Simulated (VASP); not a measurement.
**Sb: single point with PBE**

Crystal: Sb.

```
CELL_PARAMETERS angstrom
-1.55138 1.55138 2.66866
1.55138 -1.55138 2.66866
1.55138 1.55138 -2.66866
ATOMIC_POSITIONS crystal
Sb 0.00000 0.00000 0.00000
```

The cell isn't the ideal one: functional PBE, strained and moved within the space group.

```yaml
Program: VASP 6.6.1
Task: single point
Functional: PBE
Potentials_or_basis: VASP PAW PBE potentials, release 64 (Sb)
Cutoff: 520 eV
k_mesh: 18 × 18 × 18
Occupations: gaussian, width 0.1 eV
Spin: no spin polarisation
```

```
Pressure               : 5.4 GPa
Band gap on the k mesh : none (metal or under the smearing width)
```

Stress tensor (GPa, compression positive):
```
5.64 0.00 0.00
0.00 5.64 0.00
0.00 0.00 4.83
```

Levels at points of the mesh, in eV from the Fermi level:
```tsv
k point	band 1	band 2	band 3	band 4	band 5	band 6
(0.00, 0.00, 0.00)	-13.35	4.99	5.77	5.77	9.51	10.64
(0.50, 0.00, 0.00)	-9.24	-6.13	1.88	5.71	6.21	10.47
(0.50, 0.50, 0.00)	-6.55	-4.64	-1.07	0.59	3.44	4.31
(0.50, 0.50, 0.50)	-9.39	-5.99	2.20	2.20	5.90	6.24
```

Run time: 46 s on 1 thread of AMD EPYC 9R45 96-Core Processor (Zen 5), on a shared host, peak memory 0.21 GiB.

The run has no spin-orbit coupling, so splittings on Sb are missing.
